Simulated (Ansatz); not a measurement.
Write the native input for Ansatz 0.2.0 that does the following.

```yaml
Task: single point
Functional: PBE
Potentials_or_basis: Ansatz PAW
Cutoff: "420 eV (not typed: the program's choice for these potentials)"
k_mesh: 12 × 12 × 7
Occupations: gaussian, width 0.016 eV
Spin: collinear spin, ferromagnetic start
Starting_moments: "[1.0, 1.0] μB"
```

The system is Ni.

```
Ni
1.0
     2.44802    0.00000    0.00000
    -1.22401    2.12005    0.00000
     0.00000    0.00000    4.07281
Ni
2
Direct
  0.66667 0.33333 0.75000
  0.33333 0.66667 0.25000
```

This isn't the form of Ni at room conditions, which is fcc.

The input as run:

input.yaml

```yaml
crystal:
  lattice:
    - [2.4480228978, 0.0, 0.0]
    - [-1.2240114489, 2.1200500186, 0.0]
    - [0.0, 0.0, 4.07280757]
  atoms:
    - { symbol: Ni, position: [0.6666666667, 0.3333333333, 0.75], spin: 1.0 }
    - { symbol: Ni, position: [0.3333333333, 0.6666666667, 0.25], spin: 1.0 }
hamiltonian:
  xc: pbe
  pseudopotentials: { kind: paw }
magnetization:
  spin_polarized: true
kpoints:
  mp_grid: { grid: [12, 12, 7] }
scf:
  occupations: { method: gaussian, width: 0.016 }
output:
  forces: true
  stress: true
  eigenvalues: true
```

Potentials or basis: Ansatz PAW.

Launch:

```sh
$ ansatz run input.yaml --threads 2 --pin off --max-ram 5632MiB --backend cpu --events-out ev --progress --plain --runs-dir out
```

It gave:

| Item | Value |
| --- | --- |
| Pressure | 7.3 GPa |
| Band gap on the k mesh | none (metal or under the smearing width) |
| Net moment | 1.35 μB per cell |
| Absolute moment | 1.52 μB per cell |
| Site moments | Ni +0.71 μB |

Wall time 3.4 s on 2 threads of Arm Neoverse V2, with other jobs on the host, peak memory 0.34 GiB.
